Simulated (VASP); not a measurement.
# Hf (Im-3m) in VASP: further runs

The runs below take Hf through relaxation of cell and atoms, with PBEsol.

Program: VASP 6.6.1. These are calculated values, not measurements. Logs are shortened: lines on timing, memory, paths and dates and some standing lists are left out, and cuts for length are marked.

## (1) The structure

Symmetry: Im-3m, No. 229, cubic system. Conventional cell: a = 3.260 Å, b = 3.260 Å, c = 3.260 Å, α = 90.00°, β = 90.00°, γ = 90.00°. Hf (site symmetry m-3m) has 8 Hf at 2.82 Å as nearest neighbours.

This isn't the form of Hf at room conditions, which is hcp.

## (2) Relaxation of cell and atoms, PBEsol, target pressure 30 GPa, at which the enthalpy is minimised

The input, INCAR:

```
PREC = Accurate
ENCUT = 350
EDIFF = 1E-7
ISMEAR = 0
SIGMA = 0.1
LREAL = False
LASPH = True
NELM = 80
ALGO = Fast
ISIF = 3
LWAVE = False
LCHARG = False
GGA = PS
IBRION = 2
NSW = 80
EDIFFG = -0.002
PSTRESS = 300.0
```

The input, KPOINTS:

```
Automatic mesh
0
Gamma
  16 16 16
```

The input, POSCAR:

```
Hf                                      
1.0
   -1.6297647280      1.6297647280      1.6297647280
    1.6297647280     -1.6297647280      1.6297647280
    1.6297647280      1.6297647280     -1.6297647280
  Hf            
     1
Direct
     0.0000000000000000    0.0000000000000000    0.0000000000000000
```

Potentials or basis: VASP PAW PBE potentials, release 64 (Hf_pv).

Launch:

```sh
$ cat potpaw_PBE.64/Hf_pv/POTCAR > POTCAR
$ mpirun -np 1 vasp_std > vasp.out
```

OUTCAR:

```text
PREC = Accurate
   ENCUT = 350
   EDIFF = 1E-7
   ISMEAR = 0
   LREAL = False
   LASPH = True
   NELM = 80
   ISIF = 3
   GGA = PS
   IBRION = 2
   NSW = 80
   EDIFFG = -0.002
   PSTRESS = 300.0

 ion  position               nearest neighbor table
   1  0.000  0.000  0.000-

  LATTYP: Found a body centered cubic cell.
 ALAT       =     3.2595294560

  Lattice vectors:

 A1 = (  -1.6297647280,   1.6297647280,   1.6297647280)
 A2 = (   1.6297647280,  -1.6297647280,   1.6297647280)
 A3 = (   1.6297647280,   1.6297647280,  -1.6297647280)

Analysis of symmetry for initial positions (statically):
=====================================================================
 Subroutine PRICEL returns:
 Original cell was already a primitive cell.

 Routine SETGRP: Setting up the symmetry group for a
 body centered cubic supercell.

 Subroutine GETGRP returns: Found 48 space group operations
 (whereof 48 operations were pure point group operations)
 out of a pool of 48 trial point group operations.

The static configuration has the point symmetry O_h .

Analysis of symmetry for dynamics (positions and initial velocities):
=====================================================================
 Subroutine PRICEL returns:
 Original cell was already a primitive cell.

 Routine SETGRP: Setting up the symmetry group for a
 body centered cubic supercell.

 Subroutine GETGRP returns: Found 48 space group operations
 (whereof 48 operations were pure point group operations)
 out of a pool of 48 trial point group operations.

The dynamic configuration has the point symmetry O_h .

 Subroutine INISYM returns: Found 48 space group operations
 (whereof 48 operations are pure point group operations),
 and found     1 'primitive' translations

----------------------------------------------------------------------------------------

                                     Primitive cell

  volume of cell :      17.3155

  direct lattice vectors                    reciprocal lattice vectors
    -1.629764728  1.629764728  1.629764728     0.000000000  0.306792748  0.306792748
     1.629764728 -1.629764728  1.629764728     0.306792748  0.000000000  0.306792748
     1.629764728  1.629764728 -1.629764728     0.306792748  0.306792748  0.000000000

  length of vectors
     2.822835313  2.822835313  2.822835313     0.433870465  0.433870465  0.433870465

  position of ions in fractional coordinates (direct lattice)
     0.000000000  0.000000000  0.000000000

  ion indices of the primitive-cell ions
   primitive index   ion index
                 1           1

----------------------------------------------------------------------------------------

 KPOINTS: Automatic mesh

Automatic generation of k-mesh.
 Grid dimensions read from file:
 generate k-points for:   16   16   16

 Generating k-lattice:

  Cartesian coordinates                     Fractional coordinates (reciprocal lattice)
     0.000000000  0.019174547  0.019174547     0.062500000  0.000000000  0.000000000
     0.019174547  0.000000000  0.019174547     0.000000000  0.062500000  0.000000000
     0.019174547  0.019174547  0.000000000     0.000000000  0.000000000  0.062500000

  Length of vectors
     0.027116904  0.027116904  0.027116904

  Shift w.r.t. Gamma in fractional coordinates (k-lattice)
     0.000000000  0.000000000  0.000000000

 Subroutine IBZKPT returns following result:
 ===========================================

 Found    145 irreducible k-points:

 Following reciprocal coordinates:
            Coordinates               Weight
  0.000000  0.000000  0.000000      1.000000
  0.062500  0.000000  0.000000     12.000000
  0.125000  0.000000  0.000000     12.000000
  0.187500  0.000000  0.000000     12.000000
  0.250000  0.000000  0.000000     12.000000
  0.312500  0.000000  0.000000     12.000000
[... 16 lines left out ...]
  0.187500  0.187500  0.000000     24.000000
  0.250000  0.187500  0.000000     48.000000
 [... further k-points ...]
   k-points           NKPTS =    145   k-points in BZ     NKDIM =    145   number of bands    NBANDS=      9
   number of dos      NEDOS =    301   number of ions     NIONS =      1
   total plane-waves  NPLWV =   5832
   dimension x,y,z NGX =    18 NGY =   18 NGZ =   18
   dimension x,y,z NGXF=    36 NGYF=   36 NGZF=   36
   ions per type =               1
   NGX,Y,Z   is equivalent  to a cutoff of  10.60, 10.60, 10.60 a.u.
   NGXF,Y,Z  is equivalent  to a cutoff of  21.20, 21.20, 21.20 a.u.
 SYSTEM =  unknown system
   PREC   = accura    normal or accurate (medium, high low for compatibility)
   ISTART =      0    job   : 0-new  1-cont  2-samecut
   ICHARG =      2    charge: 1-file 2-atom 10-const
   ISPIN  =      1    spin polarized calculation?
   LNONCOLLINEAR =      F non collinear calculations
   LSORBIT =      F    spin-orbit coupling
   LASPH  =      T    aspherical Exc in radial PAW
   ENCUT  =  350.0 eV  25.72 Ry    5.07 a.u.   4.31  4.31  4.31*2*pi/ulx,y,z
   NELM   =     80;   NELMIN=  2; NELMDL= -5     # of ELM steps
   EDIFF  = 0.1E-06   stopping-criterion for ELM
   LREAL  =      F    real-space projection
   EDIFFG = -.2E-02   stopping-criterion for IOM
   NSW    =     80    number of steps for IOM
   IBRION =      2    ionic relax: 0-MD 1-quasi-New 2-CG
   NFREE  =      1    steps in history (QN), initial steepest desc. (CG)
   ISIF   =      3    stress and relaxation
   ISYM   =      2    0-nonsym 1-usesym 2-fastsym
   POTIM  = 0.5000    time-step for ionic-motion
   TEBEG  =    0.0;   TEEND  =   0.0 temperature during run
   PSTRESS=  300.0 pullay stress
   NELECT =      10.0000    total number of electrons
   NUPDOWN=      -1.0000    fix difference up-down
   EMIN   =  10.00;   EMAX   =-10.00  energy-range for DOS
   EFERMI =   0.00;   METHOD = LEGACY
   ISMEAR =     0;   SIGMA  =   0.10  broadening in eV -4-tet -1-fermi 0-gaus
   EFERMI_NEDOS =   21; number of points for ismear=-14 and -15
   IALGO  =     68    algorithm
   IMIX   =      4    mixing-type and parameters
     AMIX     =   0.40;   BMIX     =  1.00
     AMIX_MAG =   1.60;   BMIX_MAG =  1.00
  volume/ion in A,a.u.               =      17.32       116.85
  Fermi-wavevector in a.u.,A,eV,Ry     =   1.363316  2.576294 25.288210  1.858631
  Thomas-Fermi vector in A             =   2.489730
   LORBIT       =      0    0 simple, 1 ext, 2 COOP (PROOUT), +10 PAW based schemes
   GGA     = PS    functional components
   LHFCALC =     F    Hartree Fock is set to
   AEXX    =    0.0000 exact exchange contribution
   IVDW    =     0    specifies the selected vdW correction
   LEPSILON=     F    determine dielectric tensor
   LRPA    =     F    only Hartree local field effects (RPA)
 conjugate gradient relaxation of ions
 non-spin polarized calculation
 RMM-DIIS sequential band-by-band and
 Gauss-broadening in eV      SIGMA  =   0.10
  energy-cutoff  :      350.00
  volume of cell :       17.32
 maximum number of plane-waves:       268
 NGX is ok and might be reduce to    18
   NGX =  9   NGY =  9   NGZ =  9

--------------------------------------- Ionic step        1  -------------------------------------------

 number of electron      10.0000005 magnetization

 Free energy of the ion-electron system (eV)
  ---------------------------------------------------
  ext. energy  EPLUGINS =         0.00000000
  ---------------------------------------------------
  free energy    TOTEN  =       -10.01699841 eV

  energy without entropy =      -10.01020176  energy(sigma->0) =      -10.01360009

------------------------ aborting loop because EDIFF is reached ----------------------------------------

  FORCE on cell =-STRESS in cart. coord.  units (eV):
  Direction    XX          YY          ZZ          XY          YZ          ZX
  --------------------------------------------------------------------------------------
  -------------------------------------------------------------------------------------
  Total        3.2502161      3.2502161      3.2502161     -0.0000000     -0.0000000     -0.0000000
  in kB      300.7378455    300.7378455    300.7378455     -0.0000000     -0.0000000     -0.0000000
  external PRESSURE =       0.7378455 kB  Pullay stress =     300.0000000 kB
[... 59 lines left out ...]
  enthalpy is  TOTEN    =        -6.7747510342 eV   P V=        3.2459851460

--------------------------------------- Ionic step        3  -------------------------------------------

 number of electron      10.0000005 magnetization

 Free energy of the ion-electron system (eV)
  ---------------------------------------------------
  ext. energy  EPLUGINS =         0.00000000
  ---------------------------------------------------
  free energy    TOTEN  =       -10.01818237 eV

  energy without entropy =      -10.01137861  energy(sigma->0) =      -10.01478049

 E-fermi :   6.2484     XC(G=0): -12.6160

 val. band max:        6.2450704280   @ k =   0.1250   0.1250   0.0625
 cond. band min:       6.2547884698   @ k =  -0.2500   0.3125   0.0625
 fundamental gap:      0.0097180418
 Fermi energy:         6.2484305821

 k-point     1 :       0.0000    0.0000    0.0000
  band No.  band energies     occupation
      1     -22.4977      2.00000
      2     -22.4977      2.00000
      3     -22.4977      2.00000
      4      -1.4992      2.00000
      5       7.9289      0.00000
      6       7.9289      0.00000
      7       7.9289      0.00000
      8      11.5293      0.00000
      9      11.5293      0.00000
[... 265 lines left out ...]
 k-point    24 :       0.2500    0.1875    0.0000
  band No.  band energies     occupation
      1     -23.9648      2.00000
      2     -23.1021      2.00000
      3     -22.6624      2.00000
      4       2.9722      2.00000
      5       5.4774      2.00000
      6       6.3370      0.21021
      7      10.8024      0.00000
      8      12.7504      0.00000
      9      14.8028      0.00000

 [... further k-points ...]
[... 5 lines left out ...]
  --------------------------------------------------------------------------------------
  -------------------------------------------------------------------------------------
  Total        3.2437793      3.2437793      3.2437793      0.0000000      0.0000000     -0.0000000
  in kB      300.0328053    300.0328053    300.0328053      0.0000000      0.0000000     -0.0000000
  external PRESSURE =       0.0328053 kB  Pullay stress =     300.0000000 kB
[... 16 lines left out ...]
  FREE ENERGIE OF THE ION-ELECTRON SYSTEM (eV)
  ---------------------------------------------------
  free  energy   TOTEN  =       -10.0181823694 eV

  energy  without entropy=      -10.0113786079  energy(sigma->0) =      -10.01478049

  enthalpy is  TOTEN    =        -6.7747577750 eV   P V=        3.2434245944

 reached required accuracy - stopping structural energy minimisation
```

Run time: 11 s. Hardware: 1 thread of Intel Xeon 6975P-C (Granite Rapids), shared host; peak memory 0.12 GiB.

What came out:

```
Free energy                                            : -10.0182 eV
Relaxed volume                                         : 17.32 Å³/atom
Relaxed cell                                           : a = 2.823 Å, b = 2.823 Å, c = 2.823 Å, α = 109.47°, β = 109.47°, γ = 109.47°
Space group after relaxing (to 0.05 Å)                 : Im-3m (No. 229)
Energy change on relaxing (the enthalpy is what falls) : -1.2 meV/atom
Ionic steps                                            : 3
Pressure after relaxing                                : 30.0 GPa
Band gap on the k mesh                                 : none (metal or under the smearing width)
```

The path:
| step | energy change (eV) | largest force (eV/Å) | pressure (GPa) | volume (Å³) |
| --- | --- | --- | --- | --- |
| 1 | 0.0000 | 0.0000 | 30.07 | 17.32 |
| 2 | -0.0037 | 0.0000 | 29.84 | 17.34 |
| 3 | -0.0012 | 0.0000 | 30.00 | 17.32 |

Final structure:
```cif
data_structure
_symmetry_space_group_name_H-M 'P 1'
_symmetry_Int_Tables_number 1
_cell_length_a 2.8232
_cell_length_b 2.8232
_cell_length_c 2.8232
_cell_angle_alpha 109.471
_cell_angle_beta 109.471
_cell_angle_gamma 109.471
_cell_volume 17.32
loop_
_atom_site_label
_atom_site_type_symbol
_atom_site_fract_x
_atom_site_fract_y
_atom_site_fract_z
_atom_site_occupancy
Hf1 Hf 0.00000 0.00000 0.00000 1
```

Levels at points of the mesh, in eV from the Fermi level:
```
           k point  band 1  band 2  band 3  band 4  band 5  band 6  band 7  band 8  band 9
(0.00, 0.00, 0.00)  -28.75  -28.75  -28.75   -7.75    1.68    1.68    1.68    5.28    5.28
(0.50, 0.00, 0.00)  -30.60  -29.32  -28.77   -4.25   -1.06    2.50    5.31    6.60   10.19
(0.50, 0.50, 0.50)  -30.00  -30.00  -30.00   -3.86   -3.86    8.94    8.94    8.94    9.69
```

Caveat: the cell is relaxed towards a set pressure, so the enthalpy falls and the energy may rise; the PAW data sets were made with another functional, which shifts forces and pressure a little.

## (3) Relaxation of cell and atoms, PBEsol, target pressure 75 GPa, at which the enthalpy is minimised

This run uses another cell than the first one, of 15.84 Å³/atom, 0.915 times its volume.

INCAR, as its differences from that of step 2:

```diff
@@ -16,2 +16,2 @@
 EDIFFG = -0.002
-PSTRESS = 300.0
+PSTRESS = 750.0
```

KPOINTS is that of step 2.

The input, POSCAR:

```
Hf                                      
1.0
   -1.5819346359      1.5819346359      1.5819346359
    1.5819346359     -1.5819346359      1.5819346359
    1.5819346359      1.5819346359     -1.5819346359
  Hf            
     1
Direct
     0.0000000000000000    0.0000000000000000    0.0000000000000000
```

Potentials or basis: VASP PAW PBE potentials, release 64 (Hf_pv).

Launch:

```sh
$ cat potpaw_PBE.64/Hf_pv/POTCAR > POTCAR
$ mpirun -np 1 vasp_std > vasp.out
```

Wall time 24 s (1 thread of Intel Xeon 6975P-C (Granite Rapids), shared host); peak memory 0.13 GiB.

Results (log left out):

```
Free energy                                            : -9.1391 eV
Relaxed volume                                         : 14.51 Å³/atom
Relaxed cell                                           : a = 2.661 Å, b = 2.661 Å, c = 2.661 Å, α = 109.47°, β = 109.47°, γ = 109.47°
Space group after relaxing (to 0.05 Å)                 : Im-3m (No. 229)
Energy change on relaxing (the enthalpy is what falls) : +511.8 meV/atom
Ionic steps                                            : 5
Pressure after relaxing                                : 75.0 GPa
Band gap on the k mesh                                 : none (metal or under the smearing width)
```

Step by step:
```csv
step,energy change (eV),largest force (eV/Å),pressure (GPa),volume (Å³)
1,0.0000,0.0000,50.00,15.84
2,3.7523,0.0000,237.22,10.82
3,0.4278,0.0000,70.84,14.69
4,0.4926,0.0000,74.05,14.55
5,0.5118,0.0000,75.02,14.51
```

Final structure:
```
Hf
1.0
    -1.53639    1.53639    1.53639
     1.53639   -1.53639    1.53639
     1.53639    1.53639   -1.53639
Hf
1
Direct
  0.00000 0.00000 0.00000
```

Levels at points of the mesh, in eV from the Fermi level:
| k point | band 2 | band 3 | band 4 | band 5 | band 6 | band 7 | band 8 | band 9 |
| --- | --- | --- | --- | --- | --- | --- | --- | --- |
| (0.00, 0.00, 0.00) | -28.15 | -28.15 | -8.13 | 1.59 | 1.59 | 1.59 | 5.83 | 5.83 |
| (0.50, 0.00, 0.00) | -29.08 | -28.20 | -5.13 | -1.75 | 3.96 | 6.12 | 7.60 | 12.21 |
| (0.50, 0.50, 0.50) | -30.17 | -30.17 | -5.16 | -5.16 | 10.56 | 10.56 | 10.56 | 11.83 |

Caveat: the cell is relaxed towards a set pressure, so the enthalpy falls and the energy may rise; the PAW data sets were made with another functional, which shifts forces and pressure a little. The run has no spin-orbit coupling, so splittings on Hf are missing.
